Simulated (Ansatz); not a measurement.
# HgTe under changes of volume

One of the cells (28.929 Å³/atom); the others are scaled copies at fixed shape and fractional positions:

```
Hg Te
1.0
    -3.04560    3.04560    1.55941
     3.04560   -3.04560    1.55941
     3.04560    3.04560   -1.55941
Hg Te
1 1
Direct
  0.75000 0.25000 0.50000
  0.00000 0.00000 0.00000
```

Measurements of this composition are mostly on another form, of space group No. 216.

- Program: Ansatz 0.2.0
- Functional: LDA
- Potentials or basis: all-electron LAPW, scalar-relativistic
- Cutoff: 207 eV (chosen from the basis error)
- Basis error allowed: 0.001 eV/atom
- k mesh: 10 × 10 × 10
- Occupations: fermi-dirac, width 0.05 eV
- Spin: no spin polarisation

| volume (Å³/atom) | energy over the lowest point (meV/atom) | pressure (GPa) |
| --- | --- | --- |
| 27.193 | 0.00 | -2.4 |
| 27.772 | ? | ? |
| 28.351 | 23.94 | -4.2 |
| 28.929 | 40.21 | -4.9 |
| 29.508 | 58.85 | -5.5 |
| 30.086 | 79.54 | -6.0 |
| 30.665 | 101.97 | -6.4 |

Question: What does the run at 27.772 Å³/atom give?

Answer: Energy over the lowest point 10.40 meV/atom; pressure -3.3 GPa.

Worked out: A Birch-Murnaghan fit of order 3 (a polynomial in V^(-2/3)) to the other rows has no minimum within the range. It gives 10.39 meV/atom at 27.772 Å³/atom, against the run's 10.40, and -dE/dV = -3.3 GPa, against -3.3.

Energies are extrapolated to zero smearing.
